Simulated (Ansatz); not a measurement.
# AgCl: response to strain

AgCl is deformed so: equal xx and yy strain of +3 %. What stress and forces result, by LAPW, PAW and all-electron datasets made for the crystal?

Computed with Ansatz 0.2.0 (DFT PBE, scalar-relativistic, unless a step's input says otherwise).

## 1. The system as given

The structure is orthorhombic, space group Cmcm (No. 63). Conventional cell: a = 3.742 Å, b = 11.113 Å, c = 3.924 Å, α = 90.00°, β = 90.00°, γ = 90.00°. Ag (site symmetry m2m) has 5 Cl at 2.73 to 2.91 Å and 2 Ag at 3.02 Å as nearest neighbours. Cl (site symmetry m2m) has 5 Ag at 2.73 to 2.91 Å as nearest neighbours.

As a file:

```cif
data_structure
_symmetry_space_group_name_H-M 'Cmcm'
_symmetry_Int_Tables_number 63
_cell_length_a 3.7418
_cell_length_b 11.1132
_cell_length_c 3.9240
_cell_angle_alpha 90.000
_cell_angle_beta 90.000
_cell_angle_gamma 90.000
_cell_volume 163.18
loop_
_atom_site_label
_atom_site_type_symbol
_atom_site_symmetry_multiplicity
_atom_site_Wyckoff_symbol
_atom_site_fract_x
_atom_site_fract_y
_atom_site_fract_z
_atom_site_occupancy
Ag1 Ag 4 c 0.00000 0.60344 0.75000 1
Cl1 Cl 4 c 0.50000 0.63455 0.25000 1
```

The file gives the conventional cell by its symmetry; the runs use the cell typed in the input.

Atoms are numbered in the order of the input: Ag1, Ag2, Cl3, Cl4.

## 2. After the deformation

Space group Cmcm before, Cmcm after.

## 3. All-electron LAPW

Contents of input.yaml:

```yaml
crystal:
  lattice:
    - [1.9270369941, -5.7232930929, 0.0]
    - [1.9270369941, 5.7232930929, 0.0]
    - [0.0, 0.0, 3.92403735]
  atoms:
    - { symbol: Ag, position: [0.3965554, 0.6034446, 0.75] }
    - { symbol: Ag, position: [0.6034446, 0.3965554, 0.25] }
    - { symbol: Cl, position: [0.86544873, 0.13455127, 0.25] }
    - { symbol: Cl, position: [0.13455127, 0.86544873, 0.75] }
kpoints:
  mp_grid: { grid: [9, 9, 8] }
  band_path:
    path:
      - [0.0, 0.0, 0.0]
      - [-0.5, 0.5, 0.0]
      - [-0.2783418463, 0.7216581537, 0.0]
      - [0.2783418463, 0.2783418463, 0.0]
      - [0.0, 0.0, 0.0]
      - [0.0, 0.0, 0.5]
      - [0.2783418463, 0.2783418463, 0.5]
      - [-0.2783418463, 0.7216581537, 0.5]
      - [-0.5, 0.5, 0.5]
    npoints: 5
scf:
  occupations: { method: fermi_dirac, width: 0.03 }
hamiltonian:
  xc: pbe
  pseudopotentials: { kind: all_electron, lapw: { basis_error: 0.001 } }
output:
  forces: true
  stress: true
  eigenvalues: true
```

The run is started by

```sh
$ ansatz run input.yaml --threads 1 --pin off --max-ram 6144MiB --backend cpu --events-out ev --progress --plain --runs-dir out
```

## 4. PAW with frozen cores

Contents of input.yaml:

```yaml
crystal:
  lattice:
    - [1.9270369941, -5.7232930929, 0.0]
    - [1.9270369941, 5.7232930929, 0.0]
    - [0.0, 0.0, 3.92403735]
  atoms:
    - { symbol: Ag, position: [0.3965554, 0.6034446, 0.75] }
    - { symbol: Ag, position: [0.6034446, 0.3965554, 0.25] }
    - { symbol: Cl, position: [0.86544873, 0.13455127, 0.25] }
    - { symbol: Cl, position: [0.13455127, 0.86544873, 0.75] }
kpoints:
  mp_grid: { grid: [9, 9, 8] }
scf:
  occupations: { method: fermi_dirac, width: 0.03 }
hamiltonian:
  xc: pbe
  pseudopotentials: { kind: paw }
output:
  forces: true
  stress: true
  eigenvalues: true
  efg: { contact_densities: true }
  write_density: true
  write_potential: true
  elf: true
  volumetric_format: npy
```

## 5. All-electron PAW on datasets made for the crystal

Changes to input.yaml since step 4:

```diff
@@ -16,3 +16,3 @@
   xc: pbe
-  pseudopotentials: { kind: paw }
+  pseudopotentials: { kind: all_electron, datasets: crystal }
 output:
@@ -22,5 +22 @@
   efg: { contact_densities: true }
-  write_density: true
-  write_potential: true
-  elf: true
-  volumetric_format: npy
```

(Steps that only read results are left out.)

What does the calculation give? Wanted: pressure; largest shear or deviatoric stress.

**Answer**, as computed:

| quantity | value |
| --- | --- |
| pressure | LAPW -0.96, PAW -0.96, crystal datasets -0.96 GPa |
| largest shear or deviatoric stress (LAPW) | 0.66 GPa |

What this shows: The largest part of the stress beyond the pressure is 0.66 GPa in size, in the yy component; the atoms are carried along and not relaxed. No run of the undeformed cell stands beside it, so the pressure holds what the given cell had before the change. PAW: stress within 0.01 GPa of LAPW, forces within 1 meV/Å. Crystal datasets: stress within 0.01 GPa of LAPW, forces within 1 meV/Å.
